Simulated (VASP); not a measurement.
# Re (Fm-3m) in VASP: density of states with PBE

Aim: the density of states of Re with PBE.

Program: VASP 6.6.1. These are calculated values, not measurements. Logs are shortened: lines on timing, memory, paths and dates and some standing lists are left out, and cuts for length are marked.

## 1. The crystal as given

The structure is cubic, space group Fm-3m (No. 225). Conventional cell: a = 3.915 Å, b = 3.915 Å, c = 3.915 Å, α = 90.00°, β = 90.00°, γ = 90.00°. Re (site symmetry m-3m) is surrounded by 12 Re at 2.77 Å.

This isn't the form of Re at room conditions, which is hcp.

## 2. Density of states, PBE

The input, POSCAR:

```
Re
1.0
    0.0000000000      1.9577236233      1.9577236233
    1.9577236233      0.0000000000      1.9577236233
    1.9577236233      1.9577236233      0.0000000000
Re
1
Direct
    0.0000000000      0.0000000000      0.0000000000
```

The input, INCAR.step1:

```
SYSTEM = Re
PREC = Accurate ; ENCUT = 520
EDIFF = 1E-7 ; ISMEAR = 0
SIGMA = 0.1 ; LREAL = .False.
LASPH = .True. ; NELM = 100
ALGO = Normal ; ISIF = 2
LWAVE = .False. ; LCHARG = .True.
LMAXMIX = 4 ; GGA = PE
NBANDS = 10
```

The input, KPOINTS.step1:

```
Automatic mesh
0
Gamma
  18 18 18
  0 0 0
```

The input, INCAR.step2:

```
SYSTEM = Re
PREC = Accurate ; ENCUT = 520
EDIFF = 1E-7 ; ISMEAR = -5
SIGMA = 0.1 ; LREAL = .False.
LASPH = .True. ; NELM = 100
ALGO = Normal ; ISIF = 2
LWAVE = .False. ; LCHARG = .False.
LMAXMIX = 4 ; GGA = PE
LORBIT = 11 ; NEDOS = 2001
ICHARG = 11
```

The input, KPOINTS.step2:

```
Automatic mesh
0
Gamma
  27 27 27
  0 0 0
```

Potentials or basis: VASP PAW PBE potentials, release 64 (Re).

Launch:

```
> cat potpaw_PBE.64/Re/POTCAR > POTCAR
> cp INCAR.step1 INCAR
> cp KPOINTS.step1 KPOINTS
> mpirun -np 1 vasp_std > vasp.out
> cp INCAR.step2 INCAR
> cp KPOINTS.step2 KPOINTS
> mpirun -np 1 vasp_std > vasp.out
```

OUTCAR:

```text
SYSTEM = Re
   PREC = Accurate
   ENCUT = 520
   EDIFF = 1E-7
   ISMEAR = -5
   LREAL = .False.
   LASPH = .True.
   NELM = 100
   ISIF = 2
   GGA = PE
   LORBIT = 11
   ICHARG = 11

 ion  position               nearest neighbor table
   1  0.000  0.000  0.000-

  LATTYP: Found a face centered cubic cell.
 ALAT       =     3.9154472466

  Lattice vectors:

 A1 = (   0.0000000000,   1.9577236233,   1.9577236233)
 A2 = (   1.9577236233,   0.0000000000,   1.9577236233)
 A3 = (   1.9577236233,   1.9577236233,   0.0000000000)

Analysis of symmetry for initial positions (statically):
=====================================================================
 Subroutine PRICEL returns:
 Original cell was already a primitive cell.

 Routine SETGRP: Setting up the symmetry group for a
 face centered cubic supercell.

 Subroutine GETGRP returns: Found 48 space group operations
 (whereof 48 operations were pure point group operations)
 out of a pool of 48 trial point group operations.

The static configuration has the point symmetry O_h .

Analysis of symmetry for dynamics (positions and initial velocities):
=====================================================================
 Subroutine PRICEL returns:
 Original cell was already a primitive cell.

 Routine SETGRP: Setting up the symmetry group for a
 face centered cubic supercell.

 Subroutine GETGRP returns: Found 48 space group operations
 (whereof 48 operations were pure point group operations)
 out of a pool of 48 trial point group operations.

The dynamic configuration has the point symmetry O_h .

 Subroutine INISYM returns: Found 48 space group operations
 (whereof 48 operations are pure point group operations),
 and found     1 'primitive' translations

----------------------------------------------------------------------------------------

                                     Primitive cell

  volume of cell :      15.0067

  direct lattice vectors                    reciprocal lattice vectors
     0.000000000  1.957723623  1.957723623    -0.255398665  0.255398665  0.255398665
     1.957723623  0.000000000  1.957723623     0.255398665 -0.255398665  0.255398665
     1.957723623  1.957723623  0.000000000     0.255398665  0.255398665 -0.255398665

  length of vectors
     2.768639299  2.768639299  2.768639299     0.442363464  0.442363464  0.442363464

  position of ions in fractional coordinates (direct lattice)
     0.000000000  0.000000000  0.000000000

  ion indices of the primitive-cell ions
   primitive index   ion index
                 1           1

----------------------------------------------------------------------------------------

 KPOINTS: Automatic mesh

Automatic generation of k-mesh.
 Grid dimensions read from file:
 generate k-points for:   27   27   27

 Generating k-lattice:

  Cartesian coordinates                     Fractional coordinates (reciprocal lattice)
    -0.009459210  0.009459210  0.009459210     0.037037037  0.000000000  0.000000000
     0.009459210 -0.009459210  0.009459210     0.000000000  0.037037037  0.000000000
     0.009459210  0.009459210 -0.009459210     0.000000000  0.000000000  0.037037037

  Length of vectors
     0.016383832  0.016383832  0.016383832

  Shift w.r.t. Gamma in fractional coordinates (k-lattice)
     0.000000000  0.000000000  0.000000000

 TETIRR: Found   2653 inequivalent tetrahedra from   118098

 Subroutine IBZKPT returns following result:
 ===========================================

 Found    560 irreducible k-points:

 Following reciprocal coordinates:
            Coordinates               Weight
  0.000000  0.000000  0.000000      1.000000
  0.037037  0.000000  0.000000      8.000000
  0.074074  0.000000  0.000000      8.000000
  0.111111  0.000000  0.000000      8.000000
  0.148148  0.000000  0.000000      8.000000
  0.185185  0.000000  0.000000      8.000000
[... 16 lines left out ...]
  0.333333  0.037037  0.000000     24.000000
  0.370370  0.037037  0.000000     24.000000
 [... further k-points ...]
   k-points           NKPTS =    560   k-points in BZ     NKDIM =    560   number of bands    NBANDS=      7
   number of dos      NEDOS =   2001   number of ions     NIONS =      1
   total plane-waves  NPLWV =  13824
   dimension x,y,z NGX =    24 NGY =   24 NGZ =   24
   dimension x,y,z NGXF=    48 NGYF=   48 NGZF=   48
   ions per type =               1
   NGX,Y,Z   is equivalent  to a cutoff of  14.41, 14.41, 14.41 a.u.
   NGXF,Y,Z  is equivalent  to a cutoff of  28.82, 28.82, 28.82 a.u.
 SYSTEM =  Re
   PREC   = accura    normal or accurate (medium, high low for compatibility)
   ISTART =      0    job   : 0-new  1-cont  2-samecut
   ICHARG =     11    charge: 1-file 2-atom 10-const
   ISPIN  =      1    spin polarized calculation?
   LNONCOLLINEAR =      F non collinear calculations
   LSORBIT =      F    spin-orbit coupling
   LASPH  =      T    aspherical Exc in radial PAW
   ENCUT  =  520.0 eV  38.22 Ry    6.18 a.u.   5.15  5.15  5.15*2*pi/ulx,y,z
   NELM   =    100;   NELMIN=  2; NELMDL=  0     # of ELM steps
   EDIFF  = 0.1E-06   stopping-criterion for ELM
   LREAL  =      F    real-space projection
   EDIFFG = 0.1E-05   stopping-criterion for IOM
   NSW    =      0    number of steps for IOM
   IBRION =     -1    ionic relax: 0-MD 1-quasi-New 2-CG
   NFREE  =      0    steps in history (QN), initial steepest desc. (CG)
   ISIF   =      2    stress and relaxation
   ISYM   =      2    0-nonsym 1-usesym 2-fastsym
   POTIM  = 0.5000    time-step for ionic-motion
   TEBEG  =    0.0;   TEEND  =   0.0 temperature during run
   PSTRESS=    0.0 pullay stress
   NELECT =       7.0000    total number of electrons
   NUPDOWN=      -1.0000    fix difference up-down
   EMIN   =  10.00;   EMAX   =-10.00  energy-range for DOS
   EFERMI =   0.00;   METHOD = LEGACY
   ISMEAR =    -5;   SIGMA  =   0.10  broadening in eV -4-tet -1-fermi 0-gaus
   EFERMI_NEDOS =   21; number of points for ismear=-14 and -15
   IALGO  =     38    algorithm
   IMIX   =      4    mixing-type and parameters
     AMIX     =   0.40;   BMIX     =  1.00
     AMIX_MAG =   1.60;   BMIX_MAG =  1.00
  volume/ion in A,a.u.               =      15.01       101.27
  Fermi-wavevector in a.u.,A,eV,Ry     =   1.269637  2.399265 21.932283  1.611977
  Thomas-Fermi vector in A             =   2.402667
   LORBIT       =     11    0 simple, 1 ext, 2 COOP (PROOUT), +10 PAW based schemes
   GGA     = PE    functional components
   LHFCALC =     F    Hartree Fock is set to
   AEXX    =    0.0000 exact exchange contribution
   IVDW    =     0    specifies the selected vdW correction
   LEPSILON=     F    determine dielectric tensor
   LRPA    =     F    only Hartree local field effects (RPA)
 non-spin polarized calculation
 Fermi weights with tetrahedron method with Bloechl corrections
  energy-cutoff  :      520.00
  volume of cell :       15.01
 maximum number of plane-waves:       419
 NGX is ok and might be reduce to    24

 number of electron       7.0000001 magnetization

 Free energy of the ion-electron system (eV)
  ---------------------------------------------------
  ext. energy  EPLUGINS =         0.00000000
  ---------------------------------------------------
  free energy    TOTEN  =       -12.36316476 eV

  energy without entropy =      -12.36316476  energy(sigma->0) =      -12.36316476

 E-fermi :   7.9255     XC(G=0): -13.6237

 val. band max:        7.9636114373   @ k =  -0.4815   0.0370   0.0000
 cond. band min:       7.8977287369   @ k =   0.2593   0.1852   0.0741
 fundamental gap:     -0.0658827004
 Fermi energy:         7.9254536819

 k-point     1 :       0.0000    0.0000    0.0000
  band No.  band energies     occupation
      1      -2.0837      2.00000
      2       6.0438      2.00000
      3       6.0438      2.00000
      4       6.0438      2.00000
      5       9.1375      0.00000
      6       9.1375      0.00000
      7      21.8047      0.00000

 k-point     2 :       0.0370    0.0000    0.0000
  band No.  band energies     occupation
      1      -2.0208      2.00000
      2       6.0001      2.00000
      3       6.0738      2.00000
      4       6.0738      2.00000
      5       9.1129      0.00000
      6       9.1129      0.00000
      7      21.9280      0.00000

 k-point     3 :       0.0741    0.0000    0.0000
  band No.  band energies     occupation
      1      -1.8350      2.00000
      2       5.8774      2.00000
      3       6.1589      2.00000
      4       6.1589      2.00000
      5       9.0471      0.00000
      6       9.0471      0.00000
      7      22.2841      0.00000

 k-point     4 :       0.1111    0.0000    0.0000
  band No.  band energies     occupation
      1      -1.5353      2.00000
      2       5.6992      2.00000
      3       6.2833      2.00000
      4       6.2833      2.00000
      5       8.9649      0.00000
      6       8.9649      0.00000
      7      22.8236      0.00000

 k-point     5 :       0.1481    0.0000    0.0000
  band No.  band energies     occupation
      1      -1.1383      2.00000
      2       5.4999      2.00000
      3       6.4169      2.00000
      4       6.4169      2.00000
      5       8.9076      0.00000
      6       8.9076      0.00000
      7      23.3612      0.00000
[... 161 lines left out ...]
 k-point    22 :       0.2963    0.0370    0.0000
  band No.  band energies     occupation
      1       0.6247      2.00000
      2       5.2979      2.00000
      3       6.3639      2.00000
      4       6.4695      2.00000
      5       9.3817      0.00000
      6       9.9283      0.00000
      7      21.1579      0.00000

 k-point    23 :       0.3333    0.0370    0.0000
  band No.  band energies     occupation
      1       0.9311      2.00000
      2       5.6427      2.00000
      3       6.2092      2.00000
      4       6.3393      2.00000
      5       9.8629      0.00000
      6      10.3525      0.00000
      7      20.4279      0.00000

 k-point    24 :       0.3704    0.0370    0.0000
  band No.  band energies     occupation
      1       1.1106      2.00000
      2       6.0483      2.00000
      3       6.1810      2.00000
      4       6.2009      2.00000
      5      10.3805      0.00000
      6      10.7864      0.00000
      7      19.6881      0.00000

 [... further k-points ...]

------------------------ aborting loop because EDIFF is reached ----------------------------------------

  FORCE on cell =-STRESS in cart. coord.  units (eV):
  Direction    XX          YY          ZZ          XY          YZ          ZX
  --------------------------------------------------------------------------------------
  -------------------------------------------------------------------------------------
  Total       -0.0494347     -0.0494347     -0.0494347      0.0000000      0.0000000     -0.0000000
  in kB       -5.2778630     -5.2778630     -5.2778630      0.0000000      0.0000000     -0.0000000
  external PRESSURE =      -5.2778630 kB  Pullay stress =       0.0000000 kB

 VOLUME and BASIS-vectors are now :
 -----------------------------------------------------------------------------
  energy-cutoff  :      520.00
  volume of cell :       15.01
      direct lattice vectors                 reciprocal lattice vectors
     0.000000000  1.957723623  1.957723623    -0.255398665  0.255398665  0.255398665
     1.957723623  0.000000000  1.957723623     0.255398665 -0.255398665  0.255398665
     1.957723623  1.957723623  0.000000000     0.255398665  0.255398665 -0.255398665

 POSITION                                       TOTAL-FORCE (eV/Angst)
 -----------------------------------------------------------------------------------
      0.00000      0.00000      0.00000         0.000000      0.000000     -0.000000
 -----------------------------------------------------------------------------------
    total drift:                                0.000000      0.000000      0.000000

  FREE ENERGIE OF THE ION-ELECTRON SYSTEM (eV)
  ---------------------------------------------------
  free  energy   TOTEN  =       -12.3631647626 eV

  energy  without entropy=      -12.3631647626  energy(sigma->0) =      -12.36316476

 total charge

# of ion       s       p       d       tot
------------------------------------------
    1        0.616   0.665   4.796   6.078
```

Wall time 32 s (1 thread of Intel Xeon Platinum 8488C (Sapphire Rapids), shared host); peak memory 0.19 GiB.

Results:

* Valence electrons inside the program's atomic spheres: Re 6.08

Levels at points of the mesh, in eV from the Fermi level:
| k point | band 2 | band 3 | band 4 | band 5 | band 6 | band 7 |
| --- | --- | --- | --- | --- | --- | --- |
| (0.00, 0.00, 0.00) | -1.88 | -1.88 | -1.88 | 1.21 | 1.21 | 13.88 |

States per cell in windows of 1 eV (zero at the Fermi level; states under -8 eV left out):
```tsv
from (eV)	total	Re1_d	Re1_p	Re1_s
-8.0	0.15	0.01	0.02	0.08
-7.0	0.55	0.24	0.04	0.18
-6.0	1.02	0.65	0.06	0.15
-5.0	0.83	0.61	0.07	0.04
-4.0	0.96	0.72	0.10	0.01
-3.0	1.27	0.93	0.15	0.03
-2.0	1.30	1.01	0.13	0.03
-1.0	0.79	0.62	0.08	0.01
0.0	0.97	0.81	0.06	0.01
1.0	0.71	0.62	0.04	0.01
2.0	0.74	0.67	0.03	0.00
3.0	1.13	1.05	0.03	0.01
4.0	0.43	0.36	0.03	0.01
5.0	0.31	0.21	0.05	0.02
6.0	0.35	0.18	0.07	0.05
7.0	0.25	0.10	0.07	0.05
```

Caveat: tetrahedron occupations give inexact forces and stress in metals.
